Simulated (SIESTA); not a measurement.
CsPbCl3 under changes of volume

One of the cells (35.217 Å³/atom); the others are scaled copies at fixed shape and fractional positions:

```
Pb Cs Cl
1.0
     5.60500    0.00000    0.00000
     0.00000    5.60500    0.00000
     0.00000    0.00000    5.60500
Pb Cs Cl
1 1 3
Direct
  0.50000 0.50000 0.50000
  0.00000 0.00000 0.00000
  0.50000 0.00000 0.50000
  0.00000 0.50000 0.50000
  0.50000 0.50000 0.00000
```

* Program: SIESTA 5.4.2
* Functional: LDA
* Potentials or basis: PseudoDojo 0.4 standard (LDA files)
* Basis: DZP (energy shift 0.003 Ry; two zetas on semicore shells; d shell added on Cs)
* Grid cutoff: 800 Ry
* Energy shift: 0.003 Ry
* k mesh: 4 × 4 × 4
* Occupations: fermi-dirac, width 0.05 eV
* Spin: no spin polarisation

```tsv
volume (Å³/atom)	energy over the lowest point (meV/atom)	pressure (GPa)	gap on the mesh (eV)
33.104	3.85	1.1	1.45
33.809	0.48	0.4	1.55
34.513	0.00	-0.2	1.65
35.217	2.10	-0.7	1.74
35.922	6.52	-1.2	1.82
36.626	12.99	-1.7	1.89
37.330	?	?	?
```

Q: What does the run at 37.330 Å³/atom give?

A: Energy over the lowest point 21.31 meV/atom; pressure -2.1 GPa; gap on the mesh 1.96 eV.

Worked out: A Birch-Murnaghan fit of order 3 (a polynomial in V^(-2/3)) to the other rows has its minimum at 34.28 Å³/atom with B0 = V·E''(V) = 30 GPa and B' = 4.5. It gives 21.31 meV/atom at 37.330 Å³/atom, against the run's 21.31, and -dE/dV = -2.1 GPa, against -2.1. A parabola through the other rows of the gap, of slope 3.3 eV per unit of ln V (its deformation potential) there, extrapolates to 1.96 eV, against the run's 1.96.

Energies are extrapolated to zero smearing.

Caveats: spin-orbit coupling is left out, which as a rule narrows the gap of such compounds by several tenths of an eV; the basis of atomic orbitals isn't converged, which shifts pressures, moduli and gaps.

A mesh can miss the band edges.
